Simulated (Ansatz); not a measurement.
## Magnetic states of nickel, A15

All numbers below come from Ansatz, DFT, PBE, plane waves (420 eV) with PAW, scalar-relativistic.

Each start was relaxed and then solved on a dense mesh, with Fermi-Dirac smearing of 0.05 eV (0.1 eV in a metal without spin) extrapolated to zero. Rows within 2 meV/atom of each other tie.

Where does each start end, and how do the energies compare? Starts: non-magnetic; ferromagnetic.


| start | ends | ΔE (meV/atom) | V (Å³/atom) |
| --- | --- | --- | --- |
| ferromagnetic | ferromagnetic, net 0.61 μB per atom | 0.0 | 11.14 |
| non-magnetic | spin not included | 29.9 | 11.10 |
